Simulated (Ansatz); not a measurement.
The following input was run with Ansatz 0.2.0.

```yaml
crystal:
  lattice:
    - [0.03125442, 12.5788774878, 3.2653992928]
    - [3.2690176924, 0.0, 3.2965808028]
    - [3.2377632724, 12.5788774878, 0.03118151]
  atoms:
    - { symbol: Pb, position: [0.198954657, 0.8074074671, 0.1726157892] }
    - { symbol: Pb, position: [0.8273842108, 0.1789779132, 0.801045343] }
    - { symbol: Se, position: [0.6628227119, 0.2968161641, 0.7231605797] }
    - { symbol: Se, position: [0.2768394203, 0.6827994557, 0.3371772881] }
basis:
  ecutwfc: 420
kpoints:
  mp_grid: { grid: [6, 6, 6] }
hamiltonian:
  xc: pbesol
scf:
  occupations: { method: gaussian, width: 0.02 }
output:
  forces: true
  stress: true
  eigenvalues: true
  populations: true
```

It can be run as
```bash
ansatz run input.yaml --threads 1 --pin off --backend cpu --events-out ev --progress --plain --runs-dir out  # memory cap (--max-ram) not shown
```

Level of theory: Ansatz, DFT PBEsol, scalar-relativistic, plane waves, PAW.

Abridged output (iterations and final results):

```
SCF iter   1: F=—  HF=-34359.278551 eV  |F-HF|=—  |Δ(HF+E_count)|=         —  Δρ=1.57e-3  dr2=1.40e-2  ethr=1.77e-3  ⟨swp⟩=8.5  Hψ=10977  notcnv=0
SCF iter   2: F=—  HF=-34359.274027 eV  |F-HF|=—  |Δ(HF+E_count)|=   4.52e-3  Δρ=8.39e-4  dr2=2.37e-3  ethr=2.34e-5  ⟨swp⟩=3.4  Hψ=5323  notcnv=0  defer=124
SCF iter   3: F=—  HF=-34359.273911 eV  |F-HF|=—  |Δ(HF+E_count)|=   1.17e-4  Δρ=3.27e-4  dr2=5.05e-4  ethr=3.95e-6  ⟨swp⟩=3.0  Hψ=3887  notcnv=0  defer=124
SCF iter   4: F=—  HF=-34359.273997 eV  |F-HF|=—  |Δ(HF+E_count)|=   8.61e-5  Δρ=9.30e-5  dr2=4.39e-5  ethr=8.41e-7  ⟨swp⟩=2.7  Hψ=3472  notcnv=0  defer=124
SCF iter   5: F=—  HF=-34359.274054 eV  |F-HF|=—  |Δ(HF+E_count)|=   5.73e-5  Δρ=3.72e-5  dr2=5.87e-6  ethr=7.32e-8  ⟨swp⟩=2.6  Hψ=3950  notcnv=0  defer=124
SCF iter   6: F=—  HF=-34359.274056 eV  |F-HF|=—  |Δ(HF+E_count)|=   1.46e-6  Δρ=7.71e-6  dr2=2.20e-7  ethr=9.78e-9  ⟨swp⟩=2.6  Hψ=4082  notcnv=0  defer=124
SCF iter   7: F=-34359.274056 eV  HF=-34359.274056 eV  |F-HF|=7.53e-9  |Δ(HF+E_count)|=   3.50e-7  Δρ=1.47e-6  dr2=5.55e-9  ethr=1.67e-10  ⟨swp⟩=9.9  Hψ=10770  notcnv=0
SCF 1 converged in 7 iterations: F = -34359.274056 eV  dr2 = 5.55e-9
SCF converged after 7 iterations
Free energy (F): -34359.274056 eV
Harris-Foulkes:  -34359.274056 eV  (|F-HF|=7.53e-9)
Internal energy: -34359.274056 eV  (E = F + TS)
E sigma→0 (E₀):  -34359.274056 eV
Fermi energy:    1.497514 eV
--- Per-component energies (eV) ---
  E_band       = -1292.178214
  E_kinetic    = 803.295777
  E_local      = -17681.177426  (includes V_loc(G=0)·N_el)
  E_nonlocal   = -481.249754
  E_hartree    = 8376.085424
  E_xc         = -640.186191
  E_vxc        = -455.323109  (∫ρ·V_xc dr)
  E_paw        = -24243.886463  (= ΣΔE_a)
  E_vpaw       = -229.890690  (= ΣTr[D̂ρ^β])
  E_aug_tail   = -0.001064  (compensation charges beyond the density's cutoff)
  E_ewald      = -494.295493
  E_core_change = 2.141134  (= ΣΔE_core)
  E_smearing   =  0.000000  (= −TS)
--- Forces (eV/Å), atoms counted from 1 ---
  atom   1  Pb    -0.09785250     1.16326413     0.13173653
  atom   2  Pb    -0.09785250    -1.16326413     0.13173653
  atom   3  Se     0.09785136     0.62856352    -0.13173562
  atom   4  Se     0.09785136    -0.62856352    -0.13173562
--- Stress (GPa, compression-positive) ---
       -3.377957       0.000000      -0.343034
        0.000000      -3.350139       0.000000
       -0.343034       0.000000      -3.528567
  P = ⅓ Tr σ = -3.4189 GPa (-34.189 kbar)
--- Band table (eV; the first three rows and the last of 68) ---
  k-point 0: bands = ["-45.4815", "-45.4815", "-45.4813", "-45.4812", "-45.4708", "-45.4708", "-45.4660", "-45.4659", "-45.4633", "-45.4633", "-15.5667", "-15.5353", "-15.5268", "-15.5180", "-15.5163", "-15.5158", "-15.5107", "-15.5063", "-15.5013", "-15.4970", "-11.0254", "-10.3392", "-6.2704", "-5.6018", "-1.5536", "-1.0267", "-0.7718", "-0.2371", "0.0039", "0.7580", "2.5933", "4.4911", "5.0344", "5.1586", "5.2648", "5.4418"]
  k-point 1: bands = ["-45.4815", "-45.4815", "-45.4813", "-45.4812", "-45.4708", "-45.4708", "-45.4659", "-45.4659", "-45.4633", "-45.4633", "-15.5615", "-15.5338", "-15.5269", "-15.5175", "-15.5172", "-15.5132", "-15.5091", "-15.5085", "-15.5018", "-15.4993", "-10.9318", "-10.3132", "-6.4220", "-5.8253", "-1.4051", "-0.8442", "-0.6273", "-0.0915", "0.1943", "0.6587", "2.6643", "3.8866", "4.5764", "4.6245", "4.6446", "5.3286"]
  k-point 2: bands = ["-45.4815", "-45.4815", "-45.4812", "-45.4812", "-45.4708", "-45.4708", "-45.4659", "-45.4659", "-45.4633", "-45.4633", "-15.5504", "-15.5343", "-15.5267", "-15.5210", "-15.5170", "-15.5135", "-15.5058", "-15.5036", "-15.5034", "-15.5032", "-10.6902", "-10.2990", "-6.6769", "-6.3042", "-0.9852", "-0.3573", "-0.1935", "0.2070", "0.3074", "0.6576", "2.5037", "2.9302", "3.4118", "3.5491", "4.1212", "4.3397"]
  k-point 67: bands = ["-45.4815", "-45.4815", "-45.4812", "-45.4812", "-45.4708", "-45.4708", "-45.4659", "-45.4659", "-45.4633", "-45.4633", "-15.5522", "-15.5504", "-15.5307", "-15.5286", "-15.5191", "-15.5167", "-15.5119", "-15.5092", "-15.4887", "-15.4886", "-10.2193", "-10.2020", "-6.2992", "-6.2881", "-2.2633", "-2.2341", "-1.3363", "-1.3164", "-0.1634", "-0.1140", "3.9396", "3.9571", "5.4917", "5.5644", "5.9845", "6.0617"]
--- Löwdin populations: 4 sites ---
  site symbol q [e]
     0     Pb     13.5017
     1     Pb     13.5017
     2     Se     16.4507
     3     Se     16.4507
  spilling = 0.001585 (of n_electrons = 60.000000)
```

Self-consistency was reached.

Spin–orbit coupling is left out, which can shift energies with elements as heavy as these. The cell holds layers, and where no dispersion correction was added their binding is poorly described.